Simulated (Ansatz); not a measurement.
## BaTiO3 (model cell, started as cubic perovskite with Ti in the octahedra): a soft mode frozen in

Aim: this structure of BaTiO3 (model cell, started as cubic perovskite with Ti in the octahedra) is to be tested for unstable modes, and one is followed downhill.

Method: DFT PBEsol, scalar-relativistic, plane waves, PAW; PAW set soft_1, in Ansatz 0.2.0.

Most raw output is cut from this account.

**1. Starting point**

It takes space group Pm-3m (No. 221, cubic). Conventional cell: a = 3.970 Å, b = 3.970 Å, c = 3.970 Å, α = 90.00°, β = 90.00°, γ = 90.00°. Nearest to Ba lie 12 O at 2.81 Å. Ti has 6 O at 1.99 Å nearest. Nearest to O lie 2 Ti at 1.99 Å and 4 Ba at 2.81 Å. Farther neighbours and most contacts between anions are not listed.

As a file:

```cif
data_structure
_symmetry_space_group_name_H-M 'P 1'
_symmetry_Int_Tables_number 1
_cell_length_a 3.9701
_cell_length_b 3.9701
_cell_length_c 3.9701
_cell_angle_alpha 90.000
_cell_angle_beta 90.000
_cell_angle_gamma 90.000
_cell_volume 62.58
loop_
_atom_site_label
_atom_site_type_symbol
_atom_site_fract_x
_atom_site_fract_y
_atom_site_fract_z
_atom_site_occupancy
Ba1 Ba 0.00000 0.00000 0.00000 1
Ti2 Ti 0.50000 0.50000 0.50000 1
O3 O 0.50000 0.50000 0.00000 1
O4 O 0.50000 0.00000 0.50000 1
O5 O 0.00000 0.50000 0.50000 1
```

**2. Phonons on a q mesh**

The cell comes from relaxations at this level that are not shown. Stability and thermal properties need the whole zone. Linear response on a 4×4×4 q mesh gives force constants as far as a supercell of that size would, and the tensors from the zone-centre run are typed in so that the long-range dipole term is interpolated apart.

File input.yaml:

```yaml
crystal:
  lattice:
    - [3.9701498195, 0.0, 0.0]
    - [0.0, 3.9701498195, 0.0]
    - [0.0, 0.0, 3.9701498195]
  atoms:
    - { symbol: Ba, position: [0.0, 0.0, 0.0] }
    - { symbol: Ti, position: [0.5, 0.5, 0.5] }
    - { symbol: O, position: [0.5, 0.5, 0.0] }
    - { symbol: O, position: [0.5, 0.0, 0.5] }
    - { symbol: O, position: [0.0, 0.5, 0.5] }
kpoints:
  mp_grid: { grid: [8, 8, 8] }
hamiltonian:
  xc: pbesol
  pseudopotentials: { kind: paw, azcp: { folder: soft_1 }, xc_functional: pbe }
scf:
  occupations: { method: fixed }
output:
  eigenvalues: true
phonons:
  method: dfpt
  qmesh: [4, 4, 4]
  temperatures: { t_max: 1000, t_step: 50 }
  qpath:
    path:
      - [[0.0, 0.0, 0.0], [0.0, 0.5, 0.0], [0.5, 0.5, 0.0], [0.0, 0.0, 0.0], [0.5, 0.5, 0.5], [0.0, 0.5, 0.0]]
      - [[0.5, 0.5, 0.5], [0.5, 0.5, 0.0]]
    npoints: 10
  non_analytic_term:
    high_frequency_dielectric_tensor: [[6.7286, 0.0, 0.0], [0.0, 6.7286, 0.0], [0.0, 0.0, 6.7286]]
    born_effective_charges:
      - { species: Ba, tensor: [[2.7775, 0.0, 0.0], [0.0, 2.7775, 0.0], [0.0, 0.0, 2.7775]] }
      - { species: Ti, tensor: [[7.3419, 0.0, 0.0], [0.0, 7.3419, 0.0], [0.0, 0.0, 7.3419]] }
      - { species: O, tensor: [[-2.157, 0.0, 0.0], [0.0, -2.157, 0.0], [0.0, 0.0, -5.8054]] }
      - { species: O, tensor: [[-2.157, 0.0, 0.0], [0.0, -5.8054, 0.0], [0.0, 0.0, -2.157]] }
      - { species: O, tensor: [[-5.8054, 0.0, 0.0], [0.0, -2.157, 0.0], [0.0, 0.0, -2.157]] }
    source: "zone-centre run at this cell"
```

The run is started by

```console
> ansatz run input.yaml --threads 4 --pin off --max-ram 16384MiB --backend cpu --events-out ev --progress --plain --runs-dir out
```

Wall time 12 min (4 threads of Arm Neoverse V1, shared host); peak memory 2.2 GiB; 48 min of CPU time.

This step gave:

```yaml
gap_on_the_k_mesh: 1.820 eV
volume_per_atom: 12.52 Å³
sum_rule_residual_before_enforcement: 1.17e-4 eV/Å²
lowest_frequency_on_the_path: -187.8 cm⁻¹
point_group: m-3m
highest_frequency_on_the_path_or_at_a_solved_wavevector: 749.4 cm⁻¹
highest_optical_mode_at_the_zone_centre_no_lo_to_term: 467.0 cm⁻¹
lowest_optical_zone_centre_mode: -187.8 cm⁻¹
lowest_mode_on_the_q_mesh_acoustic_modes_at_gamma_apart: -187.8 cm⁻¹
```

Frequencies (cm⁻¹) solved at each irreducible wavevector; negative means imaginary. Frequencies by wavevector, by row:

| q in reciprocal lattice units | star | mode 1 | mode 2 | mode 3 | mode 4 | mode 13 | mode 14 | mode 15 |
| --- | --- | --- | --- | --- | --- | --- | --- | --- |
| 0 0 0 | 1 | -187.8 | -187.8 | -187.8 | 0 | 467 | 467 | 467 |
| 0 0 0.25 | 6 | -164.9 | -164.9 | 83.6 | 83.6 | 453.4 | 483 | 664.6 |
| 0 0 -0.5 | 3 | -150 | -150 | 107.8 | 107.8 | 434.2 | 520.9 | 657.6 |
| 0 0.25 0.25 | 12 | -144.3 | 83.3 | 102.2 | 121.3 | 457.1 | 481.5 | 688 |
| 0 0.25 -0.5 | 12 | -132.1 | 106.9 | 107.4 | 109.3 | 438.8 | 499.4 | 693 |
| 0 -0.5 -0.5 | 3 | -123 | 106.9 | 107.8 | 107.8 | 440.2 | 463.5 | 714.2 |
| 0.25 0.25 0.25 | 8 | 102.4 | 102.4 | 109.6 | 210.6 | 442.4 | 472 | 710.9 |
| 0.25 0.25 -0.5 | 12 | 106.6 | 109.7 | 120.3 | 219.2 | 427.6 | 478.1 | 719.6 |
| 0.25 -0.5 -0.5 | 6 | 119.9 | 120 | 120 | 190.6 | 430.4 | 443 | 735.5 |
| -0.5 -0.5 -0.5 | 1 | 131.5 | 131.5 | 131.5 | 177.8 | 420.3 | 420.3 | 749.4 |

Interpolated from a 4×4×4 q mesh, with the LO-TO term (at Γ the limit along the path; where Γ stands inside the path, tables give the limit on arrival). Phonon branches along the path, in cm⁻¹:

| point | branch 1 | branch 2 | branch 3 | branch 4 | branch 12 | branch 13 | branch 14 | branch 15 |
| --- | --- | --- | --- | --- | --- | --- | --- | --- |
| Γ | -188 | -188 | 0 | 0 | 450 | 467 | 467 | 660 |
| halfway | -165 | -165 | 84 | 84 | 453 | 453 | 483 | 665 |
| X | -150 | -150 | 108 | 108 | 434 | 434 | 521 | 658 |
| halfway | -132 | 107 | 107 | 109 | 413 | 439 | 499 | 693 |
| M | -123 | 107 | 108 | 108 | 440 | 440 | 464 | 714 |
| halfway | -144 | 83 | 102 | 121 | 438 | 457 | 482 | 688 |
| Γ | -188 | -188 | 0 | 0 | 450 | 467 | 467 | 660 |
| halfway | 102 | 102 | 110 | 211 | 442 | 442 | 472 | 711 |
| R | 132 | 132 | 132 | 178 | 420 | 420 | 420 | 749 |
| halfway | 107 | 110 | 120 | 219 | 417 | 428 | 478 | 720 |
| X | -150 | -150 | 108 | 108 | 434 | 434 | 521 | 658 |
| jump to R | 132 | 132 | 132 | 178 | 420 | 420 | 420 | 749 |
| halfway | 120 | 120 | 120 | 191 | 430 | 430 | 443 | 736 |
| M | -123 | 107 | 108 | 108 | 440 | 440 | 464 | 714 |

Symmetry leaves 10 wavevectors to solve. The lowest mode among them, the acoustic zeros apart, lies at Γ and is imaginary, 187.8i cm⁻¹, so the energy falls along it.

**3. The mode frozen in, largest atomic shift 0 Å**

The mode followed lies at q = (0, 0, -0.5) with frequency 150.0i cm⁻¹ and is 2-fold degenerate, one of the unstable modes though not the softest. At small amplitude the distorted cell has space group no. 51 by a symmetry search on the positions. The undistorted cell that holds it gives the zero of energy on the same k mesh.

System of this step: BaTiO3 (model cell, started as cubic perovskite with Ti in the octahedra). The structure is cubic, space group Pm-3m (No. 221). Conventional cell: a = 3.970 Å, b = 3.970 Å, c = 3.970 Å, α = 90.00°, β = 90.00°, γ = 90.00°. Nearest to Ba lie 12 O at 2.81 Å. Ti has 6 O at 1.99 Å nearest. Nearest to O lie 2 Ti at 1.99 Å and 4 Ba at 2.81 Å. O has 2 Ti at 1.99 Å and 4 Ba at 2.81 Å nearest. Farther neighbours and most contacts between anions are not listed.

File input.yaml:

```yaml
crystal:
  lattice:
    - [3.9701498195, 0.0, 0.0]
    - [0.0, 3.9701498195, 0.0]
    - [0.0, 0.0, 7.940299639]
  atoms:
    - { symbol: Ba, position: [0.0, 0.0, 0.0] }
    - { symbol: Ba, position: [0.0, 0.0, 0.5] }
    - { symbol: Ti, position: [0.5, 0.5, 0.25] }
    - { symbol: Ti, position: [0.5, 0.5, 0.75] }
    - { symbol: O, position: [0.5, 0.5, 0.0] }
    - { symbol: O, position: [0.5, 0.5, 0.5] }
    - { symbol: O, position: [0.5, 0.0, 0.25] }
    - { symbol: O, position: [0.5, 0.0, 0.75] }
    - { symbol: O, position: [0.0, 0.5, 0.25] }
    - { symbol: O, position: [0.0, 0.5, 0.75] }
kpoints:
  mp_grid: { grid: [6, 6, 4] }
hamiltonian:
  xc: pbesol
  pseudopotentials: { kind: paw, azcp: { folder: soft_1 }, xc_functional: pbe }
scf:
  occupations: { method: gaussian, width: 0.02 }
output:
  forces: true
  stress: true
  eigenvalues: true
```

Elapsed: 3.6 s, on 4 threads; peak memory 0.55 GiB; 14 s of CPU time.

This step gave:

```yaml
pressure: 0.004411 GPa
gap_on_the_k_mesh: 1.819 eV
energy_from_the_undistorted_cell: 0 meV/atom
```

At this level the gap is 1.82 eV on the k-mesh of the self-consistent run, which can miss the band edges.

**4. The mode frozen in, largest atomic shift 0.04 Å**

The atoms are moved along the unstable eigenvector, the largest shift by 0.04 Å, with the cell fixed.

input.yaml, the sections that differ from step 3:

```yaml
crystal:
  lattice:
    - [3.9701498195, 0.0, 0.0]
    - [0.0, 3.9701498195, 0.0]
    - [0.0, 0.0, 7.940299639]
  atoms:
    - { symbol: Ba, position: [0.0, 0.0, 0.0] }
    - { symbol: Ba, position: [0.0, 0.0, 0.5] }
    - { symbol: Ti, position: [0.5, 0.5100751865, 0.25] }
    - { symbol: Ti, position: [0.5, 0.4899248135, 0.75] }
    - { symbol: O, position: [0.5, 0.5, 0.0] }
    - { symbol: O, position: [0.5, 0.5, 0.5] }
    - { symbol: O, position: [0.5, -0.0094162979, 0.25] }
    - { symbol: O, position: [0.5, 0.0094162979, 0.75] }
    - { symbol: O, position: [0.0, 0.4945304175, 0.25] }
    - { symbol: O, position: [0.0, 0.5054695825, 0.75] }
# kpoints, hamiltonian, scf, output: as in step 3
```

Elapsed: 5.7 s, on 4 threads; peak memory 0.6 GiB; 22 s of CPU time.

This step gave:

```yaml
pressure: 0.4022 GPa
gap_on_the_k_mesh: 1.831 eV
energy_from_the_undistorted_cell: -0.64 meV/atom
```

The energy, extrapolated to zero smearing, is -0.64 meV/atom against the undistorted cell.

The run ends at a pressure of 0.40 GPa, with forces up to 0.088 eV/Å.

**5. Energy along the mode, all amplitudes (two of the runs are shown above)**

An imaginary frequency means negative curvature, so the energy should fall and then rise again as anharmonic terms take over.

Numbers from this step:

```
depth at the lowest point sampled  : 0.64 meV/atom
largest atomic shift at that point : 0.04 Å
```

The energy from the parent by largest atomic shift:

| largest atomic shift (Å) | energy from the parent (meV/atom) |
| --- | --- |
| 0.0000 | 0 |
| 0.0400 | -0.64 |
| 0.0800 | 0.491 |
| 0.1400 | 24.5 |

Displacement at unit largest shift by atom:

| atom | x (Å) | y (Å) | z (Å) | size |
| --- | --- | --- | --- | --- |
| Ba1 | 0.00 | 0.00 | 0.00 | 0.00 |
| Ba2 | 0.00 | 0.00 | 0.00 | 0.00 |
| Ti3 | 0.00 | 1.00 | 0.00 | 1.00 |
| Ti4 | 0.00 | -1.00 | 0.00 | 1.00 |
| O5 | 0.00 | 0.00 | 0.00 | 0.00 |
| O6 | 0.00 | 0.00 | 0.00 | 0.00 |
| O7 | 0.00 | -0.94 | 0.00 | 0.94 |
| O8 | 0.00 | 0.94 | 0.00 | 0.94 |
| O9 | 0.00 | -0.54 | 0.00 | 0.54 |
| O10 | 0.00 | 0.54 | 0.00 | 0.54 |

The lowest of the steps tried is at 0.04 Å, 0.64 meV/atom below the parent; the bottom of the well need not coincide with a step.

**6. Relaxing from the distorted cell**

Starting from the lowest point found, all atoms and the cell are let go, so that strain and other modes of the same symmetry can join in.

input.yaml, as its differences from that of step 4:

```diff
@@ -22,3 +22,3 @@
 scf:
-  occupations: { method: gaussian, width: 0.02 }
+  occupations: { method: fixed }
 output:
@@ -27 +27,6 @@
   eigenvalues: true
+relax:
+  adjacent_minimum: "off"
+  f_tol: 0.002
+  max_steps: 120
+  cell: { stress_tol: 0.03 }
```

Run time: 60 s. Hardware: 4 threads; peak memory 0.64 GiB; 3.9 min of CPU time.

Step by step:

| step | energy less that of the first step (eV) | largest force component (eV/Å) | pressure (GPa) | volume (Å³) |
| --- | --- | --- | --- | --- |
| 1 | 0.0000 | 0.0879 | 0.40 | 125.16 |
| 2 | -0.0006 | 0.1039 | -0.02 | 125.44 |
| 3 | -0.0013 | 0.0787 | -0.10 | 125.52 |
| 4 | -0.0037 | 0.0912 | -0.18 | 125.72 |
| 5 | -0.0005 | 0.1710 | 0.33 | 126.46 |
| 6 | -0.0071 | 0.0040 | 0.04 | 126.04 |
| 7 | -0.0069 | 0.0004 | 0.00 | 126.09 |
| 8* | -0.0101 | 0.0006 | 0.03 | 126.09 |
| 9 | -0.0100 | 0.0005 | 0.00 | 126.15 |
| 10* | -0.0101 | 0.0005 | 0.00 | 126.15 |

Relaxation steps marked * repeat the geometry before them on a plane-wave basis chosen anew for their cell, so energy and pressure can jump there. Relaxation step 5 was tried and not accepted.

The run keeps the 8 symmetry operations that it works with, so distortions that break them were not tested.

| cell as run | before | after | change |
| --- | --- | --- | --- |
| a (Å) | 3.970 | 3.958 | -0.3 % |
| b (Å) | 3.970 | 4.019 | +1.2 % |
| c (Å) | 7.940 | 7.929 | -0.1 % |
| volume (Å³/atom) | 12.52 | 12.61 | +0.8 % |

The atoms that moved most (Å, as changes of fractional coordinates times the final cell):

| atom | dx | dy | dz | length |
| --- | --- | --- | --- | --- |
| Ti3 | 0.000 | 0.045 | 0.000 | 0.045 |
| Ti4 | 0.000 | -0.045 | 0.000 | 0.045 |
| O7 | 0.000 | -0.026 | 0.000 | 0.026 |
| O8 | 0.000 | 0.026 | 0.000 | 0.026 |
| O9 | 0.000 | -0.014 | 0.000 | 0.014 |
| O10 | 0.000 | 0.014 | 0.000 | 0.014 |

This step gave:

- pressure: -0.002940 GPa
- gap on the k-mesh: 1.830 eV
- volume per atom: 12.61 Å³

The distorted start has space group Pmma; the relaxation ends in Pmma.

**7. The new phase in its own primitive cell**

The relaxed structure is symmetrised, reduced to its primitive cell and relaxed tightly, as its phonons need.

input.yaml, the sections that differ from step 6:

```yaml
crystal:
  lattice:
    - [7.9291961122, 0.0, 0.0]
    - [0.0, 3.9580524807, 0.0]
    - [0.0, 0.0, 4.0194569655]
  atoms:
    - { symbol: Ba, position: [0.0, 0.0, 0.0] }
    - { symbol: Ba, position: [0.5, 0.0, 0.0] }
    - { symbol: Ti, position: [0.25, 0.5, 0.5213031285] }
    - { symbol: Ti, position: [0.75, 0.5, 0.4786968715] }
    - { symbol: O, position: [0.0, 0.5, 0.5] }
    - { symbol: O, position: [0.5, 0.5, 0.5] }
    - { symbol: O, position: [0.25, 0.5, 0.9842014039] }
    - { symbol: O, position: [0.75, 0.5, 0.0157985961] }
    - { symbol: O, position: [0.25, 0.0, 0.49114342] }
    - { symbol: O, position: [0.75, 0.0, 0.50885658] }
kpoints:
  mp_grid: { grid: [4, 6, 6] }
relax:
  adjacent_minimum: "off"
  f_tol: 0.001
  max_steps: 60
  cell: { stress_tol: 0.01 }
# hamiltonian, scf, output: as in step 6
```

Run time: 14 s. Hardware: 4 threads; peak memory 0.63 GiB.

Little changed from the start: no atom moved by 0.005 Å and no cell edge by 0.1 %.

This step gave:

- pressure: -0.002936 GPa
- direct gap on mesh: 2.012 eV

The largest force component left is 0.47 meV/Å and the pressure is -0.003 GPa, within the tolerances set. The cell now holds 12.61 Å³/atom.

**8. Modes of the new phase, k-mesh 4×6×6**

A relaxed structure may still be a saddle point, so its zone-centre modes are computed. The response to a homogeneous field gives the Born charges and the dielectric tensor.

input.yaml, as its differences from that of step 7:

```diff
@@ -24,9 +24,6 @@
 output:
-  forces: true
-  stress: true
   eigenvalues: true
-relax:
-  adjacent_minimum: "off"
-  f_tol: 0.001
-  max_steps: 60
-  cell: { stress_tol: 0.01 }
+phonons:
+  method: dfpt
+  dielectric: true
+  rigid_motions: translations
```

It took 6.1 min on 4 threads; peak memory 2.4 GiB; 24 min of CPU time.

This step gave:

| Item | Value |
| --- | --- |
| sum-rule residual before enforcement | 1.24e-4 eV/Å² |
| miss of the charge sum rule | 0.02262 e |
| estimated error of the dielectric tensor | 0.03461 |
| estimated error of the Born charges | 0.06093 e |
| point group | mmm |
| highest optical mode at the zone centre (no LO-TO term) | 664.7 cm⁻¹ |
| lowest optical zone-centre mode | -149.4 cm⁻¹ |
| mean high-frequency dielectric constant | 6.335 |
| largest Born charge (third of the trace) | 6.808 e |
| top of the zone-centre spectrum with the field | 695.4 cm⁻¹ |

[end of part 1 of 2]

[Logs are printed without paths, hosts, clocks, repeated set-up lines and the standing remarks that a program may print on its own settings, such as how far it seeks lower states.]

[Hosts, paths, dates, database ids (printed as entryN), source tags and the programs' standing remarks are cut or masked in the printed files.]
